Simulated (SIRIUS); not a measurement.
# Re and the effect of the dispersion correction

It takes space group P6_3/mmc (No. 194, hexagonal). The conventional cell has a = 2.761 Å, b = 2.761 Å, c = 4.458 Å, α = 90.00°, β = 90.00°, γ = 120.00°. Re (site symmetry -6m2) has 12 Re at 2.74 to 2.76 Å as nearest neighbours.

Kept alike: task equation of state; functional PBE; k mesh 11 × 11 × 6; occupations fermi-dirac, width 0.05 eV; no spin polarisation. Program: SIRIUS, all-electron FP-LAPW, apw+lo standard, cutoff 185 eV. The mesh is that of the run's cell of 2 atoms. No spin-orbit coupling.

| dispersion correction | volume (Å³/atom) | bulk modulus (GPa) |
| --- | --- | --- |
| D3(zero) | 14.644 | 380.4 |
| D3(BJ) | 14.663 | 379.8 |
| D4 | 14.671 | 381.2 |
| none | 14.953 | 361.1 |

For a metal such a mesh leaves the last digits unconverged. Volume and modulus come from cells scaled at fixed shape and fractions; off cubic symmetry such a modulus can lie above the relaxed one.

Question: What does the dispersion correction change here?

Answer: The volume runs from 14.644 (D3(zero)) to 14.953 Å³/atom (none). Against no correction: D3(zero) -2.1 %; D3(BJ) -1.9 %; D4 -1.9 %. Dispersion terms mostly attract and so lower the volume; the schemes' coefficients and damping set how far. The bulk modulus runs from 361.1 (none) to 381.2 GPa (D4).
